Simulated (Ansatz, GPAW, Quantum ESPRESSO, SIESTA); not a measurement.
## P: 4 runs at one level of theory

```
P
1.0
     3.28373    0.00000    0.00000
     0.00000   34.85703    0.00000
     0.00000    0.00000    4.63208
P
4
Direct
  0.50000 0.97026 0.90785
  0.50000 0.02974 0.09215
  0.00000 0.02974 0.40785
  0.00000 0.97026 0.59215
```

This isn't the form of P at room conditions, which is orthorhombic.

The cell holds a layer with vacuum beside it, so values per volume hang on the cell's height.

Alike in all runs: task single point; functional PBEsol; k mesh 8 × 1 × 6; occupations fermi-dirac, width 0.05 eV; no spin polarisation; no spin-orbit coupling.

| program and potentials | plane-wave cutoff (eV) | notes | band gap (eV) | largest force (eV/Å) |
| --- | --- | --- | --- | --- |
| Quantum ESPRESSO, GBRV 1.5 PBEsol | 612 | - | 0.88 | 0.271 |
| SIESTA, files PseudoDojo sr-pbesol-0.4.1-standard, DZP (energy shift 0.003 Ry) | - | atomic basis | 0.98 | 0.539 |
| GPAW, PAW data sets generated for this functional | 600 | - | 0.88 | 0.309 |
| Ansatz, all-electron LAPW, scalar-relativistic | - | - | 0.89 | 0.269 |

Force on atom 1 (P), eV/Å:

```csv
program and potentials,x,y,z
"Quantum ESPRESSO, GBRV 1.5 PBEsol",0.000,-0.058,0.265
"SIESTA, files PseudoDojo sr-pbesol-0.4.1-standard, DZP (energy shift 0.003 Ry)",0.000,-0.247,0.479
"GPAW, PAW data sets generated for this functional",0.000,-0.088,0.296
"Ansatz, all-electron LAPW, scalar-relativistic",0.000,-0.057,0.263
```

The band gap spans 0.88 (GPAW, PAW data sets generated for this functional) to 0.98 eV (SIESTA, files PseudoDojo sr-pbesol-0.4.1-standard, DZP (energy shift 0.003 Ry)), with all-electron results at 0.89. Rows in atomic bases carry the error of their basis and grid, which can be large.

The functional is the same throughout but for its coding, so the spread measures potentials, basis and numerics; runs on potential files found faulty are left out.
